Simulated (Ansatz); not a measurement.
**SrVO3: further runs on the relaxed cell**

The task here is to estimate one member of a computed series from the others.

Method: DFT PBEsol, scalar-relativistic, plane waves, PAW, in Ansatz 0.2.0.

1 further run of the same task is left out (set aside as unsound or not needed).

**Starting point**

It takes space group Pm-3m (No. 221, cubic). The conventional cell has a = 3.810 Å, b = 3.810 Å, c = 3.810 Å, α = 90.00°, β = 90.00°, γ = 90.00°. Sr (site symmetry m-3m) has 12 O at 2.69 Å in its first shell of neighbours. V (site symmetry m-3m) is surrounded by 6 O at 1.91 Å. Around O (site symmetry 4/mmm) lie 2 V at 1.91 Å and 4 Sr at 2.69 Å.

Structure file:

```
Sr V O
1.0
     3.81032    0.00000    0.00000
     0.00000    3.81032    0.00000
     0.00000    0.00000    3.81032
Sr V O
1 1 3
Direct
  0.50000 0.50000 0.50000
  0.00000 0.00000 0.00000
  0.50000 0.00000 0.00000
  0.00000 0.50000 0.00000
  0.00000 0.00000 0.50000
```

This cell was relaxed beforehand with the same method: volume 11.06 Å³/atom, gap on the mesh none (metal), site moments up to 0.2 μB.

The first run:

input.yaml

```yaml
crystal:
  lattice:
    - [3.8103207711, 0.0, 0.0]
    - [0.0, 3.8103207711, 0.0]
    - [0.0, 0.0, 3.8103207711]
  atoms:
    - { symbol: Sr, position: [0.5, 0.5, 0.5] }
    - { symbol: V, position: [0.0, 0.0, 0.0], spin: 0.22 }
    - { symbol: O, position: [0.5, 0.0, 0.0] }
    - { symbol: O, position: [0.0, 0.5, 0.0] }
    - { symbol: O, position: [0.0, 0.0, 0.5] }
basis:
  ecutwfc: 420
kpoints:
  mp_grid: { grid: [10, 10, 10] }
  band_path:
    path:
      - [[0.0, 0.0, 0.0], [0.0, 0.5, 0.0], [0.5, 0.5, 0.0], [0.0, 0.0, 0.0], [0.5, 0.5, 0.5], [0.0, 0.5, 0.0]]
      - [[0.5, 0.5, 0.5], [0.5, 0.5, 0.0]]
    npoints: 14
hamiltonian:
  xc: pbesol
scf:
  occupations: { method: gaussian, width: 0.1 }
  n_extra_bands: 12
output:
  forces: true
  stress: true
  eigenvalues: true
  populations: true
  dos: { projected: true, de: 0.02, nscf_kmesh: { grid: [15, 15, 15] } }
  bader: true
  write_density: true
  write_potential: true
  elf: true
  volumetric_format: npy
magnetization:
  spin_polarized: true
checkpoint:
  read: start.run
  write: ck
  compress: false
  write_wavefunctions: false
  write_every: 100000
```

Command:

```console
ansatz run input.yaml --threads 1 --pin off --max-ram 2560MiB --backend cpu --events-out ev --progress --plain --runs-dir out
```

Among the steps run: Bands, states and charges; Point at V/V0 = 0.97; Volume × 1.03; The cell scaled to 0.94 of its volume; Volume × 1.06.

One table of the session follows, with a row left open; its other results are not shown here.

It belongs to the step «Fit of the equation of state». 

| volume (Å³/atom) | energy above the lowest point (meV/atom) | pressure (GPa) | largest moment (μB) |
| --- | --- | --- | --- |
| 10.400 | 27.8 | 14.16 | 0.16 |
| 10.732 | 6.6 | 6.50 | 0.18 |
| 11.064 | 0.0 | 0.00 | 0.20 |
| 11.396 | ? | ? | ? |
| 11.728 | 22.3 | -10.20 | 0.24 |

**Question.** Estimate the row for volume (Å³/atom) = 11.396.

Worked estimate for «energy above the lowest point (meV/atom)». A straight line through the neighbours (11.064, 0.0) and (11.728, 22.3) gives 0.0 + (22.3 − 0.0) × (11.396 − 11.064) / (11.728 − 11.064) = 11.2; a parabola fitted to 3 rows on both sides gives 5.2.

The run gave: energy above the lowest point (meV/atom): 5.9; pressure (GPa): -5.52; largest moment (μB): 0.22. In «energy above the lowest point (meV/atom)» the line misses by +5.3 and the parabola by -0.7.

To keep in mind: Warnings in the runs' records: stability check not made.
